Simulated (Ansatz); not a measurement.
**Si: the order of phases at one pressure**

Aim: bring Si in several structures (fcc, bcc, hcp, omega, graphite, diamond) to one pressure and rank them by enthalpy. The pressure is set by scaling the first phase. Methods of the runs shown: LAPW. Companion runs by PAW are cited.

Computed with Ansatz 0.2.0 (DFT, PBEsol, all-electron LAPW, scalar-relativistic, unless a step's input says otherwise).

## Step 1: The structure to begin with

Symmetry: Fm-3m, No. 225, cubic system. The conventional cell has a = 3.404 Å, b = 3.404 Å, c = 3.404 Å, α = 90.00°, β = 90.00°, γ = 90.00°. Si (site symmetry m-3m) is surrounded by 12 Si at 2.41 Å.

Structure file:

```
CELL_PARAMETERS angstrom
0.00000 1.70184 1.70184
1.70184 0.00000 1.70184
1.70184 1.70184 0.00000
ATOMIC_POSITIONS crystal
Si 0.00000 0.00000 0.00000
```

## Step 2: Fcc relaxed under pressure, LAPW

input.yaml reads:

```yaml
crystal:
  lattice:
    - [0.0, 1.7018371314, 1.7018371314]
    - [1.7018371314, 0.0, 1.7018371314]
    - [1.7018371314, 1.7018371314, 0.0]
  atoms:
    - { symbol: Si, position: [0.0, 0.0, 0.0] }
kpoints:
  mp_grid: { grid: [19, 19, 19] }
scf:
  occupations: { method: fermi_dirac, width: 0.05 }
hamiltonian:
  xc: pbesol
  pseudopotentials: { kind: all_electron, lapw: { basis_error: 0.0005 } }
output:
  forces: true
  stress: true
  eigenvalues: true
relax:
  f_tol: 0.005
  max_steps: 12
  cell: { p_target: 69.0, stress_tol: 0.035 }
```

Launch:

```sh
ansatz run input.yaml --threads 1 --pin off --max-ram 3584MiB --backend cpu --events-out ev --progress --plain --runs-dir out
```

The program printed, cut to the lines that bear on the results:

```text
[...]
LAPW: plane waves up to 8.079 Å⁻¹, error target 5.0e-4 eV per atom; small_component_spin mean_spin; Si in spheres of 1.167 Å, 12 of its electrons in bands, Dirac shells []
[...]
Pseudopotentials: kind: all_electron
Pseudopotential: Si, LAPW, valence charge 12, Koelling and Harmon's equation, gaussian nucleus
Functional definition: PBEsol
[...]
Crystal: 1 atoms, lattice volume = 9.858 Å³
Basis set: ecut = 248.6583004893205 eV, 89 PW (Γ), exchange–correlation at level 2
Bands: 10, of which v1, the nominal top of the filled ones, is band 6 counted from 1 (5 counted from 0)
Symmetry: 48 space group operations
Space group: Fm-3m (ITA 225), of the structure as read, at distance tolerance 2.1e-5 Å
k-points: 220 of 6859
[...]
SCF iter   1: F=—  HF=-7876.936184 eV  |F-HF|=—  |Δ(HF+E_count)|=         —  Δρ=2.07e-2  dr2=1.80e-2  ethr=1.48e-4  ⟨swp⟩=3.2  Hψ=16787  notcnv=0
[...]
relax step   1: F+E_penalty+E_count = -7876.89579067 eV  Δ(F+E_penalty+E_count) = +0.000e0 eV  max|allowed force component| = 0.000e0 eV/Å  Δτ_max = 0.0000 Å  P = +69.013 GPa  Ω = 9.858 Å³  (5 SCF iters, accepted)
[...]
relax step   2: F+E_penalty+E_count = -7876.89579067 eV  Δ(F+E_penalty+E_count) = -1.073e-10 eV  max|allowed force component| = 0.000e0 eV/Å  Δτ_max = 0.0000 Å  P = +69.013 GPa  Ω = 9.858 Å³  stress off target by 1.28e-2 GPa  SCF on the basis re-selected at this cell (its energy is not [...]
SCF converged after 2 iterations
Free energy (F): -7876.895791 eV
[...]
E sigma→0 (E₀):  -7876.894431 eV
Entropy (-TS):   -0.002720 eV (-2.720 meV/atom)
Fermi energy:    19.403559 eV
[...]
--- Forces (eV/Å), atoms counted from 1 ---
  atom   1  Si     0.00000000    -0.00000000     0.00000000
[...]
--- Stress (GPa, compression-positive) ---
       69.012790       0.000000      -0.000000
        0.000000      69.012790      -0.000000
       -0.000000      -0.000000      69.012790
  P = ⅓ Tr σ = 69.0128 GPa (690.128 kbar)
--- Band table (eV; the first three rows and the last of 220) ---
  k-point 0: bands = ["-114.9308", "-71.1842", "-71.1842", "-71.1842", "0.8450", "32.8311", "32.8311", "32.8311", "35.8961", "35.8961"]
[...]
--- Relaxed structure (1 steps of the walk, 1 accepted, 1 SCFs on fresh bases) ---
  F+E_penalty+E_count = -7876.89579067 eV   max|allowed force component| = 0.000e0 eV/Å   (the final SCF, on the basis selected at the relaxed cell)
  cell:  # Å, volume = 9.8579 Å³
    - [0.0, 1.7018371314, 1.7018371314]
    - [1.7018371314, 0.0, 1.7018371314]
    - [1.7018371314, 1.7018371314, 0.0]
  atoms:
    - { symbol: Si, position: [0.0, 0.0, 0.0] }
```

It took 8.6 s on 1 thread of Arm Neoverse V2, shared host; peak memory 0.27 GiB.

The steps of the relaxation:

```
step  energy from step 1 (eV/cell)  largest force component (eV/Å)  pressure (GPa)  volume (Å³)
   1                        0.0000                          0.0000           69.01         9.86
   2                        0.0000                          0.0000           69.01         9.86
```

Step 1 is the start. Step 2 repeats the geometry before on a plane-wave basis chosen anew for that cell, so the energy can jump there without any move; the table keeps such jumps.

| input's cell | before | after | change |
| --- | --- | --- | --- |
| a (Å) | 2.407 | 2.407 | -0.0 % |
| b (Å) | 2.407 | 2.407 | -0.0 % |
| c (Å) | 2.407 | 2.407 | -0.0 % |
| volume (Å³/atom) | 9.86 | 9.86 | -0.0 % |

Read from it: pressure 69.01 GPa; no gap.

## Step 3: Bcc relaxed under pressure, LAPW

Edit input.yaml of step 2 so:

```diff
@@ -2,5 +2,5 @@
   lattice:
-    - [0.0, 1.7018371314, 1.7018371314]
-    - [1.7018371314, 0.0, 1.7018371314]
-    - [1.7018371314, 1.7018371314, 0.0]
+    - [-1.365418255, 1.365418255, 1.365418255]
+    - [1.365418255, -1.365418255, 1.365418255]
+    - [1.365418255, 1.365418255, -1.365418255]
   atoms:
```

Launch:

```sh
ansatz run input.yaml --threads 1 --pin off --max-ram 3584MiB --backend cpu --events-out ev --progress --plain --runs-dir out
```

The program printed, cut to the lines that bear on the results:

```text
[...]
LAPW: plane waves up to 8.291 Å⁻¹, error target 5.0e-4 eV per atom; small_component_spin mean_spin; Si in spheres of 1.147 Å, 12 of its electrons in bands, Dirac shells []
[...]
[... 3 set-up lines as earlier in the session ...]
[...]
Crystal: 1 atoms, lattice volume = 10.183 Å³
Basis set: ecut = 261.89242066285874 eV, 87 PW (Γ), exchange–correlation at level 2
Bands: 10, of which v1, the nominal top of the filled ones, is band 6 counted from 1 (5 counted from 0)
[... 1 set-up line as earlier in the session ...]
Space group: Im-3m (ITA 229), of the structure as read, at distance tolerance 2.2e-5 Å
k-points: 220 of 6859
[...]
SCF iter   1: F=—  HF=-7876.934785 eV  |F-HF|=—  |Δ(HF+E_count)|=         —  Δρ=1.70e-2  dr2=1.09e-2  ethr=9.03e-5  ⟨swp⟩=3.3  Hψ=17085  notcnv=0
[...]
Entropy (-TS):   -0.003722 eV (-3.722 meV/atom)
Fermi energy:    18.609615 eV
[...]
--- Forces (eV/Å), atoms counted from 1 ---
  atom   1  Si     0.00000000    -0.00000000    -0.00000000
[...]
--- Stress (GPa, compression-positive) ---
       69.005265      -0.000000      -0.000000
       -0.000000      69.005265       0.000000
       -0.000000       0.000000      69.005265
  P = ⅓ Tr σ = 69.0053 GPa (690.053 kbar)
--- Band table (eV; the first three rows and the last of 220) ---
  k-point 0: bands = ["-115.4984", "-71.7518", "-71.7518", "-71.7518", "0.5634", "32.7697", "32.7697", "32.7697", "35.4824", "35.4824"]
[...]
--- Relaxed structure (1 steps of the walk, 1 accepted, 1 SCFs on fresh bases) ---
  F+E_penalty+E_count = -7876.90672093 eV   max|allowed force component| = 0.000e0 eV/Å   (the final SCF, on the basis selected at the relaxed cell)
  cell:  # Å, volume = 10.1826 Å³
    - [-1.365418255, 1.365418255, 1.365418255]
    - [1.365418255, -1.365418255, 1.365418255]
    - [1.365418255, 1.365418255, -1.365418255]
  atoms:
    - { symbol: Si, position: [0.0, 0.0, 0.0] }
```

Wall time 8.4 s (1 thread of Arm Neoverse V2, shared host); peak memory 0.28 GiB.

Step by step:

```
step  energy from step 1 (eV/cell)  largest force component (eV/Å)  pressure (GPa)  volume (Å³)
   1                        0.0000                          0.0000           69.01        10.18
   2                        0.0000                          0.0000           69.01        10.18
```

Step 1 is the start. Step 2 repeats the geometry before on a plane-wave basis chosen anew for that cell, so the energy can jump there without any move; the table keeps such jumps.

| input's cell | before | after | change |
| --- | --- | --- | --- |
| a (Å) | 2.365 | 2.365 | +0.0 % |
| b (Å) | 2.365 | 2.365 | +0.0 % |
| c (Å) | 2.365 | 2.365 | +0.0 % |
| volume (Å³/atom) | 10.18 | 10.18 | +0.0 % |

Read from it: pressure 69.01 GPa; no gap.

## Step 4: Hcp relaxed under pressure, LAPW

input.yaml reads:

```yaml
crystal:
  lattice:
    - [2.3889515968, 0.0, 0.0]
    - [-1.1944757984, 2.0688927712, 0.0]
    - [0.0, 0.0, 4.0451608551]
  atoms:
    - { symbol: Si, position: [0.3333333333, 0.6666666667, 0.25] }
    - { symbol: Si, position: [0.6666666667, 0.3333333333, 0.75] }
kpoints:
  mp_grid: { grid: [17, 17, 10] }
scf:
  occupations: { method: fermi_dirac, width: 0.05 }
hamiltonian:
  xc: pbesol
  pseudopotentials: { kind: all_electron, lapw: { basis_error: 0.0005 } }
output:
  forces: true
  stress: true
  eigenvalues: true
relax:
  f_tol: 0.005
  max_steps: 12
  cell: { p_target: 69.0, stress_tol: 0.035 }
```

Launch:

```sh
ansatz run input.yaml --threads 1 --pin off --max-ram 3584MiB --backend cpu --events-out ev --progress --plain --runs-dir out
```

The program printed, cut to the lines that bear on the results:

```text
[...]
LAPW: plane waves up to 8.169 Å⁻¹, error target 5.0e-4 eV per atom; small_component_spin mean_spin; Si in spheres of 1.159 Å, 12 of its electrons in bands, Dirac shells []
[...]
[... 3 set-up lines as earlier in the session ...]
[...]
Crystal: 2 atoms, lattice volume = 19.993 Å³
Basis set: ecut = 254.22531688314817 eV, 173 PW (Γ), exchange–correlation at level 2
Bands: 16, of which v1, the nominal top of the filled ones, is band 12 counted from 1 (11 counted from 0)
Symmetry: 24 space group operations
Space group: P63/mmc (ITA 194), of the structure as read, at distance tolerance 2.7e-5 Å
k-points: 198 of 2890
[...]
SCF iter   1: F=—  HF=-15754.004777 eV  |F-HF|=—  |Δ(HF+E_count)|=         —  Δρ=1.96e-2  dr2=3.33e-2  ethr=1.38e-4  ⟨swp⟩=3.1  Hψ=23337  notcnv=0
[...]
--- Stress (GPa, compression-positive) ---
       68.966030       0.000000       0.000000
        0.000000      68.966030       0.000000
        0.000000       0.000000      68.968656
  P = ⅓ Tr σ = 68.9669 GPa (689.669 kbar)
--- Band table (eV; the first three rows and the last of 198) ---
  k-point 0: bands = ["-115.1606", "-115.1538", "-71.4573", "-71.4188", "-71.4162", "-71.4162", "-71.4108", "-71.4108", "0.7142", "9.1841", "9.5321", "31.0336", "31.0336", "31.1353", "31.1398", "31.1398"]
[...]
--- Relaxed structure (1 steps of the walk, 1 accepted, 1 SCFs on fresh bases) ---
  F+E_penalty+E_count = -15753.93566882 eV   max|allowed force component| = 3.701e-17 eV/Å   (the final SCF, on the basis selected at the relaxed cell)
  cell:  # Å, volume = 19.9931 Å³
    - [2.3889515967767907, 0.0, 0.0]
    - [-1.1944757983883953, 2.0688927712200997, 0.0]
    - [0.0, 0.0, 4.0451608551]
  atoms:
    - { symbol: Si, position: [0.3333333333333333, 0.6666666666666666, 0.25] }
    - { symbol: Si, position: [0.6666666666666666, 0.3333333333333333, 0.75] }
```

It took 18 s on 1 thread of Arm Neoverse V2, shared host; peak memory 0.39 GiB.

Relaxation path:

```
step  energy from step 1 (eV/cell)  largest force component (eV/Å)  pressure (GPa)  volume (Å³)
   1                        0.0000                          0.0000           68.97        19.99
   2                        0.0000                          0.0000           68.97        19.99
```

Step 1 is the start. Step 2 repeats the geometry before on a plane-wave basis chosen anew for that cell, so the energy can jump there without any move; the table keeps such jumps.

| input's cell | before | after | change |
| --- | --- | --- | --- |
| a (Å) | 2.389 | 2.389 | -0.0 % |
| b (Å) | 2.389 | 2.389 | -0.0 % |
| c (Å) | 4.045 | 4.045 | -0.0 % |
| volume (Å³/atom) | 10.00 | 10.00 | -0.0 % |

This run gives: pressure 68.97 GPa; no gap.

## Step 5: Omega relaxed under pressure, LAPW

input.yaml reads:

```yaml
crystal:
  lattice:
    - [3.9069346324, 0.0, 0.0]
    - [-1.9534673162, 3.3835046426, 0.0]
    - [0.0, 0.0, 2.3330550163]
  atoms:
    - { symbol: Si, position: [0.0, 0.0, 0.0] }
    - { symbol: Si, position: [0.3333333333, 0.6666666667, 0.5] }
    - { symbol: Si, position: [0.6666666667, 0.3333333333, 0.5] }
kpoints:
  mp_grid: { grid: [9, 9, 13] }
scf:
  occupations: { method: fermi_dirac, width: 0.05 }
hamiltonian:
  xc: pbesol
  pseudopotentials: { kind: all_electron, lapw: { basis_error: 0.0005 } }
output:
  forces: true
  stress: true
  eigenvalues: true
relax:
  f_tol: 0.005
  max_steps: 12
  cell: { p_target: 69.0, stress_tol: 0.035 }
```

Launch:

```sh
ansatz run input.yaml --threads 1 --pin off --max-ram 3584MiB --backend cpu --events-out ev --progress --plain --runs-dir out
```

The program printed, cut to the lines that bear on the results:

```text
[...]
LAPW: plane waves up to 8.875 Å⁻¹, error target 5.0e-4 eV per atom; small_component_spin mean_spin; Si in spheres of 1.094 Å, 12 of its electrons in bands, Dirac shells []
[...]
[... 3 set-up lines as earlier in the session ...]
[...]
Crystal: 3 atoms, lattice volume = 30.841 Å³
Basis set: ecut = 300.0804108482481 eV, 367 PW (Γ), exchange–correlation at level 2
Bands: 22, of which v1, the nominal top of the filled ones, is band 18 counted from 1 (17 counted from 0)
[... 1 set-up line as earlier in the session ...]
Space group: P6/mmm (ITA 191), of the structure as read, at distance tolerance 3.1e-5 Å
k-points: 84 of 1053
[...]
SCF iter   1: F=—  HF=-23630.922168 eV  |F-HF|=—  |Δ(HF+E_count)|=         —  Δρ=2.52e-2  dr2=1.54e-1  ethr=4.27e-4  ⟨swp⟩=2.8  Hψ=13016  notcnv=0
[...]
  atom   3  Si     0.00000000    -0.00000000     0.00000000
[...]
--- Stress (GPa, compression-positive) ---
       68.992410      -0.000000      -0.000000
        0.000000      68.992410       0.000000
       -0.000000       0.000000      68.973682
  P = ⅓ Tr σ = 68.9862 GPa (689.862 kbar)
--- Band table (eV; the first three rows and the last of 84) ---
[... band rows left out ...]
[...]
--- Relaxed structure (2 steps of the walk, 2 accepted, 1 SCFs on fresh bases) ---
  F+E_penalty+E_count = -23630.80855962 eV   max|allowed force component| = 1.002e-17 eV/Å   (the final SCF, on the basis selected at the relaxed cell)
  cell:  # Å, volume = 30.8374 Å³
    - [3.9068524741740647, -5.998472498297442e-35, 0.0]
    - [-1.9534262370870323, 3.3834334914728275, 0.0]
    - [0.0, 0.0, 2.332883012824854]
  atoms:
    - { symbol: Si, position: [-1.4910632375594702e-36, 9.882145079934095e-38, 0.0] }
    - { symbol: Si, position: [0.33333333333333337, 0.6666666666666667, 0.5] }
    - { symbol: Si, position: [0.6666666666666666, 0.33333333333333337, 0.5] }
```

Wall time 28 s (1 thread of Arm Neoverse V2, shared host); peak memory 0.38 GiB.

Step by step:

```
step  energy from step 1 (eV/cell)  largest force component (eV/Å)  pressure (GPa)  volume (Å³)
   1                        0.0000                          0.0000           68.94        30.84
   2                        0.0015                          0.0000           68.99        30.84
   3                        0.0015                          0.0000           68.99        30.84
```

Step 1 is the start. Step 3 repeats the geometry before on a plane-wave basis chosen anew for that cell, so the energy can jump there without any move; the table keeps such jumps.

| input's cell | before | after | change |
| --- | --- | --- | --- |
| a (Å) | 3.907 | 3.907 | -0.0 % |
| b (Å) | 3.907 | 3.907 | -0.0 % |
| c (Å) | 2.333 | 2.333 | -0.0 % |
| volume (Å³/atom) | 10.28 | 10.28 | -0.0 % |

Result: pressure 68.99 GPa; no gap.

## Step 6: Graphite at the cell that PAW relaxed, LAPW

input.yaml reads:

```yaml
crystal:
  lattice:
    - [3.6842852024, 0.0, 0.0]
    - [-1.8421426012, 3.1906845801, 0.0]
    - [0.0, 0.0, 4.2001887442]
  atoms:
    - { symbol: Si, position: [0.0, 0.0, 0.25] }
    - { symbol: Si, position: [0.0, 0.0, 0.75] }
    - { symbol: Si, position: [0.3333333333, 0.6666666667, 0.25] }
    - { symbol: Si, position: [0.6666666667, 0.3333333333, 0.75] }
kpoints:
  mp_grid: { grid: [12, 12, 4] }
scf:
  occupations: { method: fermi_dirac, width: 0.05 }
hamiltonian:
  xc: pbesol
  pseudopotentials: { kind: all_electron, lapw: { basis_error: 0.0005 } }
output:
  forces: true
  stress: true
  eigenvalues: true
  populations: true
```

Launch:

```sh
ansatz run input.yaml --threads 1 --pin off --max-ram 3584MiB --backend cpu --events-out ev --progress --plain --runs-dir out
```

The program printed, cut to the lines that bear on the results:

```text
Si: projections on atomic orbitals take those of the free atom 1s2 2s2 2p6 3s2 3p2, of charge +0.00 (hamiltonian.pseudopotentials.projection_atoms)
LAPW: plane waves up to 9.393 Å⁻¹, error target 5.0e-4 eV per atom; small_component_spin mean_spin; Si in spheres of 1.050 Å, 12 of its electrons in bands, Dirac shells []
[...]
[... 3 set-up lines as earlier in the session ...]
[...]
Crystal: 4 atoms, lattice volume = 49.375 Å³
Basis set: ecut = 336.1732957931607 eV, 709 PW (Γ), exchange–correlation at level 2
Bands: 29, of which v1, the nominal top of the filled ones, is band 24 counted from 1 (23 counted from 0)
[... 1 set-up line as earlier in the session ...]
Space group: P63/mmc (ITA 194), of the structure as read, at distance tolerance 3.7e-5 Å
k-points: 57 of 576
[...]
SCF converged after 8 iterations
Free energy (F): -31506.492653 eV
[...]
E sigma→0 (E₀):  -31506.486682 eV
Entropy (-TS):   -0.011942 eV (-2.986 meV/atom)
Fermi energy:    14.544378 eV
[...]
--- Forces (eV/Å), atoms counted from 1 ---
  atom   1  Si    -0.00000000    -0.00000000     0.00000000
  atom   2  Si    -0.00000000     0.00000000     0.00000000
  atom   3  Si    -0.00000000     0.00000000     0.00000000
  atom   4  Si    -0.00000000    -0.00000000     0.00000000
[...]
--- Stress (GPa, compression-positive) ---
       68.711087      -0.000000       0.000000
       -0.000000      68.711087       0.000000
        0.000000       0.000000      68.844591
  P = ⅓ Tr σ = 68.7556 GPa (687.556 kbar)
--- Band table (eV; the first three rows and the last of 57) ---
[...]
--- Löwdin populations: 4 sites ---
  site symbol       q [e]
     0     Si     13.9087
     1     Si     13.9087
     2     Si     13.8900
     3     Si     13.8900
  spilling = 0.007189 (of n_electrons = 56.000000)
```

It took 24 s on 1 thread of Arm Neoverse V2, shared host; peak memory 0.41 GiB.

This run gives: pressure 68.76 GPa; no gap.

[end of part 1 of 2]
